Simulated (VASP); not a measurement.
A run of VASP 6.6.1:

File INCAR:

```
SYSTEM = In
PREC = Accurate
ENCUT = 600
EDIFF = 1E-6
ISMEAR = 1
SIGMA = 0.1
LREAL = .False.
LASPH = .True.
NELM = 120
ALGO = Normal
ISIF = 2
LWAVE = .False.
LCHARG = .False.
GGA = PS
KPAR = 4
```

KPOINTS

```
regular mesh
0
Gamma
  19 19 19
  0 0 0
```

POSCAR

```
In                                      
1.0
   -1.6658415342      1.6658415342      2.4833466787
    1.6658415342     -1.6658415342      2.4833466787
    1.6658415342      1.6658415342     -2.4833466787
  In            
     1
Direct
     0.0000000000000000    0.0000000000000000    0.0000000000000000
```

Potentials or basis: VASP PAW PBE potentials, release 64 (In_d).

Run with:

```console
$ cat potpaw_PBE.64/In_d/POTCAR > POTCAR
$ mpirun -np 4 vasp_std > vasp.out
```

Hardware: 4 MPI ranks on Intel(R) Xeon(R) 6975P-C (Granite Rapids) (shared host).

**Question.** How long does it take, and how much memory?

**Answer.** It took 16 s on 4 MPI ranks on Intel(R) Xeon(R) 6975P-C (Granite Rapids), on a shared host, peak memory 0.3 GiB a rank. Counts: scf iterations 10, k points 550.
